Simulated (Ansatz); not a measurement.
# SnSe (Pnma) in Ansatz: relaxation of cell and atoms with revPBE

Aim: the relaxation of cell and atoms of SnSe with revPBE.

All numbers are computed with Ansatz 0.2.0; they aren't measurements. Logs are shortened: lines on timing, memory, paths and dates and some standing lists are left out, and cuts for length are marked.

**1. The crystal as given**

Symmetry: Pnma, No. 62, orthorhombic system. The conventional cell has a = 11.420 Å, b = 4.190 Å, c = 4.460 Å, α = 90.00°, β = 90.00°, γ = 90.00°. Sn (site symmetry m) has 3 Se at 2.69 to 2.83 Å as nearest neighbours. Se (site symmetry m) has 3 Sn at 2.69 to 2.83 Å as nearest neighbours.

**2. Relaxation of cell and atoms, revPBE**

Input file input.yaml:

```yaml
crystal:
  lattice:
    - [11.42, 0.0, 0.0]
    - [0.0, 4.19, 0.0]
    - [0.0, 0.0, 4.46]
  atoms:
    - { symbol: Sn, position: [0.877, 0.75, 0.909] }
    - { symbol: Sn, position: [0.623, 0.25, 0.409] }
    - { symbol: Sn, position: [0.377, 0.75, 0.591] }
    - { symbol: Sn, position: [0.123, 0.25, 0.091] }
    - { symbol: Se, position: [0.643, 0.75, 0.984] }
    - { symbol: Se, position: [0.857, 0.25, 0.484] }
    - { symbol: Se, position: [0.143, 0.75, 0.516] }
    - { symbol: Se, position: [0.357, 0.25, 0.016] }
hamiltonian:
  xc: revpbe
  pseudopotentials: { kind: paw }
kpoints:
  mp_grid: { grid: [3, 6, 6] }
scf:
  occupations: { method: fermi_dirac, width: 0.05 }
output:
  forces: true
  stress: true
relax:
  f_tol: 0.01
  max_steps: 40
  cell: { stress_tol: 0.05 }
```

Potentials or basis: Ansatz PAW.

The run is started by

```
> ansatz run input.yaml --threads 2 --pin off --max-ram 5120MiB --backend cpu --events-out ev --progress --plain --runs-dir out
```

What it wrote:

```text
Warning: RAYON_NUM_THREADS=2 ignored (pool sized by the plan → 2); use --threads N
Engine: ansatz 0.2.0, aarch64-unknown-linux-gnu
Pseudopotentials: kind: paw
Pseudopotential: Sn, paw, valence charge 14, recommended cutoff 420 eV (normal), Sn.paw.azcp
Pseudopotential: Se, paw, valence charge 16, recommended cutoff 420 eV (normal), Se.paw.azcp
Functional definition: revPBE
  parameter kappa = 1.245
  parameter beta = 0.06672455060314922
  exchange = pbe_x(kappa = kappa, mu = beta*pi^2/3)
  correlation = pbe_c(beta = beta)
Crystal: 8 atoms, lattice volume = 213.410 Å³
Basis set: ecut = 420 eV, 4163 PW (Γ), exchange–correlation on 160×60×60 points (8 copies of the dense FFT grid, shifted against one another)
Bands: 72, of which v1, the nominal top of the filled ones, is band 60 counted from 1 (59 counted from 0)
Symmetry: 8 space group operations
Space group: Pnma (ITA 62), of the structure as read, at distance tolerance 6.0e-5 Å
k-points: 32 of 108
Non-local potential: Sn, projectors of the file, l = 0: 2, l = 1: 2, l = 2: 2, l = 3: 2
Non-local potential: Se, projectors of the file, l = 0: 2, l = 1: 2, l = 2: 3, l = 3: 1
PAW form: soft (Blöchl's): semilocal exchange-correlation on the pseudo side does not see the compensation charge
PAW frozen core: Sn, regenerated for the run's functional, and the local potential with it (the file was generated under x = pbe(κ = 0.804, μ = 0.2195149727645171), c = pbe(β = 0.06672455060314922))
PAW frozen core: Se, regenerated for the run's functional, and the local potential with it (the file was generated under x = pbe(κ = 0.804, μ = 0.2195149727645171), c = pbe(β = 0.06672455060314922))
PAW one-centre angular grid: Sn, 590 points (default); XC on 64 Gauss nodes
PAW one-centre angular grid: Se, 590 points (default); XC on 64 Gauss nodes
Initial density: superposition of atomic densities (neutral atoms: chi_scale 0, normalization atom), corrected by the library's trained network
Initial wavefunctions: pseudopotential atomic-orbital guess
Functional: x = revpbe(κ = 1.245, μ = 0.2195149727645171), c = pbe(β = 0.06672455060314922)
SCF iter   1: F=—  HF=-46018.026163 eV  |F-HF|=—  |Δ(HF+E_count)|=         —  Δρ=2.21e-3  dr2=7.38e-3  ethr=1.77e-3  ⟨swp⟩=6.7  Hψ=8755  notcnv=0  defer=7
preconditioner: auto → Resta (q_TF=auto, 2.479 Å⁻¹)  ε∞=2.8  [insulator: Δε(μ)=0.574 eV  Ē_g=16.805 eV  σ=0.050 eV  W_gap=0.99  n_scr=56 (ndim 8)  ℏωp=22.7 eV  f_vac=0.001  D(μ)=0.00/eV (n_scr^D=0)  ε∞_Penn≈2.8]
SCF iter   2: F=—  HF=-46018.023168 eV  |F-HF|=—  |Δ(HF+E_count)|=   3.00e-3  Δρ=9.55e-4  dr2=1.64e-3  ethr=6.15e-6  ⟨swp⟩=2.0  Hψ=4596  notcnv=0  defer=69
SCF iter   3: F=—  HF=-46018.023634 eV  |F-HF|=—  |Δ(HF+E_count)|=   4.66e-4  Δρ=4.40e-4  dr2=3.69e-4  ethr=1.36e-6  ⟨swp⟩=2.0  Hψ=2670  notcnv=0  defer=69
SCF iter   4: F=—  HF=-46018.023799 eV  |F-HF|=—  |Δ(HF+E_count)|=   1.65e-4  Δρ=6.84e-5  dr2=1.01e-5  ethr=3.08e-7  ⟨swp⟩=2.0  Hψ=2805  notcnv=0  defer=69
SCF iter   5: F=—  HF=-46018.023911 eV  |F-HF|=—  |Δ(HF+E_count)|=   1.12e-4  Δρ=2.57e-5  dr2=1.62e-6  ethr=8.45e-9  ⟨swp⟩=2.0  Hψ=4086  notcnv=0  defer=69
SCF iter   6: F=—  HF=-46018.023912 eV  |F-HF|=—  |Δ(HF+E_count)|=   9.58e-7  Δρ=8.23e-6  dr2=1.46e-7  ethr=1.35e-9  ⟨swp⟩=2.0  Hψ=4085  notcnv=0  defer=69
SCF iter   7: F=-46018.023912 eV  HF=-46018.023912 eV  |F-HF|=4.09e-9  |Δ(HF+E_count)|=   2.16e-7  Δρ=1.77e-6  dr2=8.20e-9  ethr=8.33e-11  ⟨swp⟩=4.7  Hψ=8259  notcnv=0
SCF 1 converged in 7 iterations: F = -46018.023912 eV  dr2 = 8.20e-9
relax step   1: F+E_penalty+E_count = -46018.02391172 eV  Δ(F+E_penalty+E_count) = +0.000e0 eV  max|allowed force component| = 3.386e-1 eV/Å  Δτ_max = 0.0000 Å  P = +3.612 GPa  Ω = 213.410 Å³  (7 SCF iters, dr2 threshold 1.00e-7 eV, accepted)
Crystal: 8 atoms, lattice volume = 236.188 Å³
Basis set: ecut = 420 eV, 4641 PW (Γ), exchange–correlation on 160×60×60 points (8 copies of the dense FFT grid, shifted against one another)
Initial density: handed on by an earlier stage of this run
Initial wavefunctions: those handed on with the density
iter 1 solved again at ethr=8.78e-5 eV; its pass at ethr=3.10e-3 eV (dr2=1.05e-1 eV) is discarded
SCF iter   1: F=—  HF=-46018.251977 eV  |F-HF|=—  |Δ(HF+E_count)|=         —  Δρ=4.21e-3  dr2=1.03e-1  ethr=8.78e-5  ⟨swp⟩=2.1  Hψ=12763  notcnv=0
preconditioner: auto → Resta (q_TF=auto, 2.437 Å⁻¹)  ε∞=2.7  [insulator: Δε(μ)=0.836 eV  Ē_g=16.441 eV  σ=0.050 eV  W_gap=1.00  n_scr=56 (ndim 8)  ℏωp=21.6 eV  f_vac=0.013  D(μ)=0.00/eV (n_scr^D=0)  ε∞_Penn≈2.7]
SCF iter   2: F=—  HF=-46018.226388 eV  |F-HF|=—  |Δ(HF+E_count)|=   2.56e-2  Δρ=1.57e-3  dr2=8.99e-3  ethr=8.59e-5  ⟨swp⟩=2.7  Hψ=3085  notcnv=0
SCF iter   3: F=—  HF=-46018.224926 eV  |F-HF|=—  |Δ(HF+E_count)|=   1.46e-3  Δρ=6.81e-4  dr2=1.54e-3  ethr=7.49e-6  ⟨swp⟩=2.0  Hψ=4344  notcnv=0
SCF iter   4: F=—  HF=-46018.225157 eV  |F-HF|=—  |Δ(HF+E_count)|=   2.30e-4  Δρ=2.21e-4  dr2=1.93e-4  ethr=1.28e-6  ⟨swp⟩=3.0  Hψ=4224  notcnv=0
SCF iter   5: F=—  HF=-46018.225334 eV  |F-HF|=—  |Δ(HF+E_count)|=   1.77e-4  Δρ=7.47e-5  dr2=1.37e-5  ethr=1.61e-7  ⟨swp⟩=2.0  Hψ=4224  notcnv=0
SCF iter   6: F=—  HF=-46018.225355 eV  |F-HF|=—  |Δ(HF+E_count)|=   2.12e-5  Δρ=2.30e-5  dr2=1.58e-6  ethr=1.14e-8  ⟨swp⟩=3.0  Hψ=4225  notcnv=0
[... 17 lines left out ...]
Crystal: 8 atoms, lattice volume = 237.030 Å³
Basis set: ecut = 420 eV, 4633 PW (Γ), exchange–correlation on 160×60×60 points (8 copies of the dense FFT grid, shifted against one another)
iter 1 solved again at ethr=3.53e-6 eV; its pass at ethr=3.10e-3 eV (dr2=4.24e-3 eV) is discarded
[... 42 lines left out ...]
SCF iter   6: F=—  HF=-46018.264441 eV  |F-HF|=—  |Δ(HF+E_count)|=   1.01e-7  Δρ=4.12e-6  dr2=4.06e-8  ethr=2.84e-11  ⟨swp⟩=5.0  Hψ=9984  notcnv=0
SCF iter   7: F=-46018.264441 eV  HF=-46018.264441 eV  |F-HF|=9.31e-10  |Δ(HF+E_count)|=   5.85e-8  Δρ=1.11e-6  dr2=3.60e-9  ethr=2.84e-11  ⟨swp⟩=5.0  Hψ=8505  notcnv=0
SCF 7 converged in 7 iterations: F = -46018.264441 eV  dr2 = 3.60e-9
relax step   7: F+E_penalty+E_count = -46018.26444120 eV  Δ(F+E_penalty+E_count) = -4.926e-4 eV  max|allowed force component| = 3.062e-3 eV/Å  Δτ_max = 0.0170 Å  P = -0.016 GPa  Ω = 240.555 Å³  energy of the carried Pulay correction = -4.588e-3 eV  (7 SCF iters, dr2 threshold 3.41e-8 eV, accepted)
Crystal: 8 atoms, lattice volume = 240.713 Å³
iter 1 solved again at ethr=4.10e-8 eV; its pass at ethr=3.10e-3 eV (dr2=4.92e-5 eV) is discarded
SCF iter   1: F=—  HF=-46018.264527 eV  |F-HF|=—  |Δ(HF+E_count)|=         —  Δρ=1.67e-4  dr2=4.86e-5  ethr=4.10e-8  ⟨swp⟩=3.0  Hψ=11246  notcnv=0
preconditioner: auto → Resta (q_TF=auto, 2.429 Å⁻¹)  ε∞=2.7  [insulator: Δε(μ)=0.881 eV  Ē_g=16.485 eV  σ=0.050 eV  W_gap=1.00  n_scr=56 (ndim 8)  ℏωp=21.4 eV  f_vac=0.015  D(μ)=0.00/eV (n_scr^D=0)  ε∞_Penn≈2.7]
SCF iter   2: F=—  HF=-46018.264474 eV  |F-HF|=—  |Δ(HF+E_count)|=   5.23e-5  Δρ=7.57e-5  dr2=9.33e-6  ethr=4.05e-8  ⟨swp⟩=3.0  Hψ=4260  notcnv=0
SCF iter   3: F=—  HF=-46018.264446 eV  |F-HF|=—  |Δ(HF+E_count)|=   2.87e-5  Δρ=1.46e-5  dr2=5.66e-7  ethr=7.77e-9  ⟨swp⟩=2.0  Hψ=4214  notcnv=0
SCF iter   4: F=—  HF=-46018.264446 eV  |F-HF|=—  |Δ(HF+E_count)|=   1.90e-7  Δρ=4.70e-6  dr2=6.79e-8  ethr=4.72e-10  ⟨swp⟩=2.8  Hψ=4264  notcnv=0
SCF iter   5: F=—  HF=-46018.264446 eV  |F-HF|=—  |Δ(HF+E_count)|=   5.08e-9  Δρ=1.46e-6  dr2=5.71e-9  ethr=5.66e-11  ⟨swp⟩=2.0  Hψ=4224  notcnv=0
SCF iter   6: F=—  HF=-46018.264446 eV  |F-HF|=—  |Δ(HF+E_count)|=   3.25e-9  Δρ=4.81e-7  dr2=6.10e-10  ethr=4.76e-12  ⟨swp⟩=2.0  Hψ=4224  notcnv=0
SCF iter   7: F=-46018.264446 eV  HF=-46018.264446 eV  |F-HF|=7.28e-11  |Δ(HF+E_count)|=  7.28e-10  Δρ=1.52e-7  dr2=5.77e-11  ethr=1.00e-12  ⟨swp⟩=5.5  Hψ=9891  notcnv=0
SCF 8 converged in 7 iterations: F = -46018.264446 eV  dr2 = 5.77e-11
relax step   8: F+E_penalty+E_count = -46018.26444588 eV  Δ(F+E_penalty+E_count) = -4.682e-6 eV  max|allowed force component| = 1.576e-3 eV/Å  Δτ_max = 0.0028 Å  P = +0.000 GPa  Ω = 240.713 Å³  energy of the carried Pulay correction = -4.613e-3 eV  (7 SCF iters, accepted)
Basis set: ecut = 420 eV, 4713 PW (Γ), exchange–correlation on 162×60×64 points (8 copies of the dense FFT grid, shifted against one another)
Initial wavefunctions: pseudopotential atomic-orbital guess (no wavefunctions were taken with the density)
iter 1 solved again at ethr=3.67e-7 eV; its pass at ethr=3.10e-3 eV (dr2=4.40e-4 eV) is discarded
SCF iter   1: F=—  HF=-46018.227745 eV  |F-HF|=—  |Δ(HF+E_count)|=         —  Δρ=9.06e-4  dr2=7.19e-5  ethr=3.67e-7  ⟨swp⟩=3.0  Hψ=13967  notcnv=0
preconditioner: auto → Resta (q_TF=auto, 2.429 Å⁻¹)  ε∞=2.7  [insulator: Δε(μ)=0.885 eV  Ē_g=16.487 eV  σ=0.050 eV  W_gap=1.00  n_scr=56 (ndim 8)  ℏωp=21.4 eV  f_vac=0.015  D(μ)=0.00/eV (n_scr^D=0)  ε∞_Penn≈2.7]
SCF iter   2: F=—  HF=-46018.258601 eV  |F-HF|=—  |Δ(HF+E_count)|=   3.09e-2  Δρ=4.56e-4  dr2=1.57e-5  ethr=5.99e-8  ⟨swp⟩=2.0  Hψ=2945  notcnv=0
SCF iter   3: F=—  HF=-46018.267151 eV  |F-HF|=—  |Δ(HF+E_count)|=   8.55e-3  Δρ=1.85e-4  dr2=2.87e-6  ethr=1.31e-8  ⟨swp⟩=2.0  Hψ=2945  notcnv=0
SCF iter   4: F=—  HF=-46018.268861 eV  |F-HF|=—  |Δ(HF+E_count)|=   1.71e-3  Δρ=1.76e-5  dr2=2.15e-7  ethr=2.39e-9  ⟨swp⟩=3.0  Hψ=4225  notcnv=0
SCF iter   5: F=—  HF=-46018.268874 eV  |F-HF|=—  |Δ(HF+E_count)|=   1.24e-5  Δρ=3.26e-6  dr2=3.73e-8  ethr=1.79e-10  ⟨swp⟩=2.0  Hψ=4225  notcnv=0
SCF iter   6: F=—  HF=-46018.268874 eV  |F-HF|=—  |Δ(HF+E_count)|=   1.23e-7  Δρ=1.46e-6  dr2=9.95e-9  ethr=3.11e-11  ⟨swp⟩=2.0  Hψ=4225  notcnv=0
SCF iter   7: F=—  HF=-46018.268874 eV  |F-HF|=—  |Δ(HF+E_count)|=   1.04e-8  Δρ=3.81e-7  dr2=7.34e-10  ethr=8.29e-12  ⟨swp⟩=2.0  Hψ=2945  notcnv=0
SCF iter   8: F=-46018.268874 eV  HF=-46018.268874 eV  |F-HF|=3.64e-11  |Δ(HF+E_count)|=  6.33e-10  Δρ=7.04e-8  dr2=9.21e-12  ethr=1.00e-12  ⟨swp⟩=3.6  Hψ=8375  notcnv=0
SCF 9 converged in 8 iterations: F = -46018.268874 eV  dr2 = 9.21e-12
relax step   9: F+E_penalty+E_count = -46018.26887366 eV  Δ(F+E_penalty+E_count) = -4.428e-3 eV  max|allowed force component| = 2.008e-3 eV/Å  Δτ_max = 0.0000 Å  P = -0.006 GPa  Ω = 240.713 Å³  stress off target by 9.09e-3 GPa  SCF on the basis re-selected at this cell (its energy is not comparable with the rows above)  (8 SCF iters)
basis re-selected at this cell: Δ(F+E_penalty+E_count) = -4.428e-3 eV, ΔP = -0.006 GPa vs the last step (what re-selecting the basis moved, of the pressure what is left beyond the Pulay correction that the steps carried, after the strain that the cell walked since its last selection, with what the two solves' SCF thresholds leave and, on support functions, any second-order correction that the steps lacked; it is no measure of the basis error at this ecutwfc). The dense FFT grid was sized anew with the basis: this SCF ran on 81×30×32 points, the steps before it on 80×30×30, so part of this shift can come from that change (see relax.cell in the input reference). This SCF's stress stands 9.09e-3 GPa from its target on what of the cell is left free (relax.cell.stress_tol is 5.00e-2 GPa) and its largest allowed force component is 2.01e-3 eV/Å (relax.f_tol is 1.00e-2 eV/Å): within both
SCF converged after 8 iterations
Free energy (F): -46018.268874 eV
Harris-Foulkes:  -46018.268874 eV  (|F-HF|=3.64e-11)
Internal energy: -46018.268867 eV  (E = F + TS)
E sigma→0 (E₀):  -46018.268870 eV
Entropy (-TS):   -0.000006 eV (-0.001 meV/atom)
Fermi energy:    7.825713 eV
--- Per-component energies (eV) ---
  E_band       = -2045.254640
  E_kinetic    = 1208.870363
  E_local      = -14317.362893  (includes V_loc(G=0)·N_el)
  E_nonlocal   = -2520.916295
  E_hartree    = 7439.031920
  E_xc         = -1948.955813
  E_vxc        = -772.283441  (∫ρ·V_xc dr)
  E_paw        = -24217.936774  (= ΣΔE_a)
  E_vpaw       = -521.623877  (= ΣTr[D̂ρ^β])
  E_aug_tail   = -0.002367  (compensation charges beyond the density's cutoff)
  E_ewald      = -11660.283360
  E_core_change = -0.713648  (= ΣΔE_core)
  E_smearing   = -0.000006  (= −TS)
  E_closure    = 0.000000  (closes the sum)
  Σ components = -46018.268874   (vs F -46018.268874, Δ=0.00e0)
--- Forces (eV/Å), atoms counted from 1 ---
  atom   1  Sn    -0.00200804     0.00000000    -0.00026947
  atom   2  Sn     0.00200804     0.00000000    -0.00026947
  atom   3  Sn    -0.00200804     0.00000000     0.00026947
  atom   4  Sn     0.00200804     0.00000000     0.00026947
  atom   5  Se    -0.00088761     0.00000000     0.00064562
  atom   6  Se     0.00088761     0.00000000     0.00064562
  atom   7  Se    -0.00088761     0.00000000    -0.00064562
  atom   8  Se     0.00088761     0.00000000    -0.00064562
  max |Σ_I F_I| component: 0.00e0 eV/Å
--- Stress (GPa, compression-positive) ---
       -0.009089       0.000000       0.000000
        0.000000      -0.005575       0.000000
        0.000000       0.000000      -0.002393
  P = ⅓ Tr σ = -0.0057 GPa (-0.057 kbar)
--- Relaxed structure (8 steps of the walk, 8 accepted, 1 SCFs on fresh bases) ---
  F+E_penalty+E_count = -46018.26887366 eV   max|allowed force component| = 2.008e-3 eV/Å   (the final SCF, on the basis selected at the relaxed cell)
  cell:  # Å, volume = 240.7128 Å³
    - [12.109447704125728, 0.0, 0.0]
    - [0.0, 4.22439144789871, 0.0]
    - [0.0, 0.0, 4.705553184627807]
  atoms:
    - { symbol: Sn, position: [0.87454929364394, 0.7499999999999998, 0.8740845116678798] }
    - { symbol: Sn, position: [0.6254507063560604, 0.25, 0.37408451166787954] }
    - { symbol: Sn, position: [0.37454929364393963, 0.7499999999999998, 0.6259154883321205] }
    - { symbol: Sn, position: [0.12545070635606032, 0.25, 0.1259154883321205] }
    - { symbol: Se, position: [0.6478082000499362, 0.7499999999999998, 0.9784203021261193] }
    - { symbol: Se, position: [0.8521917999500638, 0.25, 0.47842030212611947] }
    - { symbol: Se, position: [0.14780820004993614, 0.7499999999999998, 0.5215796978738806] }
    - { symbol: Se, position: [0.3521917999500638, 0.25, 0.021579697873880598] }
```

Wall time 2.4 min (2 threads of Arm Neoverse V1, shared host); peak memory 0.78 GiB.

What came out:

- Free energy: -46018.2689 eV
- Relaxed volume: 30.09 Å³/atom
- Relaxed cell: a = 12.109 Å, b = 4.224 Å, c = 4.706 Å, α = 90.00°, β = 90.00°, γ = 90.00°
- Space group after relaxing (to 0.05 Å): Pnma (No. 62)
- Energy gained by relaxing: 30.6 meV/atom
- Ionic steps: 9
- Pressure after relaxing: 0.0 GPa
- Band gap on the k mesh: 0.88 eV

Forces on the atoms (eV/Å):
```
Sn  -0.002  0.000  0.000
Sn   0.002  0.000  0.000
Sn  -0.002  0.000  0.000
Sn   0.002  0.000  0.000
Se  -0.001  0.000  0.001
Se   0.001  0.000  0.001
Se  -0.001  0.000 -0.001
Se   0.001  0.000 -0.001
```

The path:
| step | energy change (eV) | largest force (eV/Å) | volume (Å³) |
| --- | --- | --- | --- |
| 1 | 0.0000 | 0.3386 | 213.41 |
| 2 | -0.2014 | 0.2042 | 236.19 |
| 3 | -0.2289 | 0.0679 | 237.69 |
| 4 | -0.2351 | 0.0421 | 237.03 |
| 5 | -0.2383 | 0.0401 | 238.77 |
| 6 | -0.2400 | 0.0190 | 241.34 |
| 7 | -0.2405 | 0.0039 | 240.55 |
| 8 | -0.2405 | 0.0016 | 240.71 |
| 9 | -0.2450 | 0.0020 | 240.71 |

Final structure:
```
Sn Se
1.0
    12.10945    0.00000    0.00000
     0.00000    4.22439    0.00000
     0.00000    0.00000    4.70555
Sn Se
4 4
Direct
  0.87455 0.75000 0.87408
  0.62545 0.25000 0.37408
  0.37455 0.75000 0.62592
  0.12545 0.25000 0.12592
  0.64781 0.75000 0.97842
  0.85219 0.25000 0.47842
  0.14781 0.75000 0.52158
  0.35219 0.25000 0.02158
```

Caveat: odd divisions of the mesh miss points on the zone boundary, where band edges often lie, so the gap on the mesh can be too wide; the plane-wave basis is chosen anew once the cell has moved, so the energies of steps on either side of that aren't comparable; spin-orbit coupling is left out, which moves the levels of the heavy elements; this functional lacks dispersion, which binds the layers, so the pressure and a relaxed spacing across them are unreliable; the volume moved by +13 % from the deposited cell, more than functionals usually miss; the PAW data sets come from PBE, with cores solved anew for the run's functional, which leaves a small shift of forces and pressure. Zero-point motion and thermal expansion aren't in these numbers.
